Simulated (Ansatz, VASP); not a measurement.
## One calculation of BN, two programs

File INCAR:

```
SYSTEM = BN
PREC = Accurate
ENCUT = 520
EDIFF = 1E-6
ISMEAR = 0
SIGMA = 0.05
LREAL = .FALSE.
LASPH = .TRUE.
NELM = 100
ALGO = Normal
ISIF = 2
LWAVE = .FALSE.
LCHARG = .FALSE.
GGA = PE
NBANDS = 16
```

KPOINTS

```
regular mesh
0
G
  12 12 6
  0 0 0
```

File POSCAR:

```
BN
1.0
    2.5545800962      0.0000000000     -0.0766374029
   -1.2772900481      2.2123312593      0.0383187014
   -0.1267354361      0.0000000000      4.2245145363
B N
2 2
Direct
    0.6666666667      0.3333333333      0.9998058548
    0.3333333333      0.6666666667      0.4998058548
    0.6666666667      0.3333333333      0.6251941452
    0.3333333333      0.6666666667      0.1251941452
```

Input for Ansatz:

```yaml
crystal:
  lattice:
    - [2.5545800962, 0.0, -0.0766374029]
    - [-1.2772900481, 2.2123312593, 0.0383187014]
    - [-0.1267354361, 0.0, 4.2245145363]
  atoms:
    - { symbol: B, position: [0.6666666667, 0.3333333333, 0.9998058548] }
    - { symbol: B, position: [0.3333333333, 0.6666666667, 0.4998058548] }
    - { symbol: "N", position: [0.6666666667, 0.3333333333, 0.6251941452] }
    - { symbol: "N", position: [0.3333333333, 0.6666666667, 0.1251941452] }
basis:
  ecutwfc: 420
kpoints:
  mp_grid: { grid: [12, 12, 6] }
hamiltonian:
  xc: pbe
scf:
  occupations: { method: gaussian, width: 0.05 }
output:
  forces: true
  stress: true
  eigenvalues: true
```

Change from the starting cell: strain -0.0600 x Voigt [0, 0, 0, 0, 1, 0], atoms carried along.

Alike in both runs: task single point; functional PBE; k mesh 12 × 12 × 6; occupations gaussian, width 0.05 eV; no spin polarisation.

```csv
,VASP,Ansatz
version,VASP 6.6.1,Ansatz 0.2.0
potentials or method,"VASP PAW PBE potentials, release 64 (B, N)","scalar-relativistic, plane waves, PAW"
plane-wave cutoff (eV),520,420
valence electrons in the cell,16,16
```

VASP gave:

| Item | Value |
| --- | --- |
| gap on the k mesh at the Fermi level (eV) | 5.10 |
| least direct gap on the mesh (eV) | 8.00 |
| pressure (GPa) | 0.9 |
| largest component of the traceless stress (GPa) | 20.00 |
| rms of the force components (eV/Å) | 0.092 |

Estimate Ansatz's values.

gap on the k mesh at the Fermi level (eV): 5.11; least direct gap on the mesh (eV): 8.01; pressure (GPa): 0.7; largest component of the traceless stress (GPa): 19.94; rms of the force components (eV/Å): 0.088.

Atom by atom the forces differ by 0.004 eV/Å (rms over components).

A k mesh can miss the band edges.
